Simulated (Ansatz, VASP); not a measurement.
## One calculation of LiF, two programs

```
Li F
1.0
    -1.43822   -2.48227    0.22357
    -4.31193    2.48315   -0.22366
     1.43724    0.39988   -4.75209
Li F
4 4
Direct
  0.74998 0.62498 0.37500
  0.24999 0.12498 0.37501
  0.50002 0.87501 0.87499
  0.00002 0.37502 0.87501
  0.87501 0.00001 0.62502
  0.37501 0.50000 0.62501
  0.12499 0.75000 0.12498
  0.62499 0.25000 0.12498
```

Change from the starting cell: cell x2, atoms moved at random (sigma 0.1 Å) and cell strained at random (1.5 %), then relaxed without symmetry.

Alike in both runs: functional PBE; k mesh 4 × 4 × 4; occupations gaussian, width 0.1 eV; no spin polarisation.

Ansatz relaxed the structure, and its values are those at the end. VASP's run is a single point on that final structure, the one shown.

```csv
,VASP,Ansatz
version,VASP 6.6.1,Ansatz 0.2.0
potentials or method,"VASP PAW PBE potentials, release 64 (Li_sv, F)","scalar-relativistic, plane waves, PAW"
plane-wave cutoff (eV),520,420
valence electrons in the cell,40,40
```

```tsv
	VASP	Ansatz	Ansatz less VASP
gap on the k mesh at the Fermi level (eV)	8.83	8.83	+0.001
least direct gap on the mesh (eV)	8.83	8.83	+0.001
```

With one functional, cell and mesh, what is left measures potentials, basis and numerics.

Caveats: the k mesh is coarse (spacing up to 0.57 Å⁻¹), so the values aren't converged. A k mesh can miss the band edges.
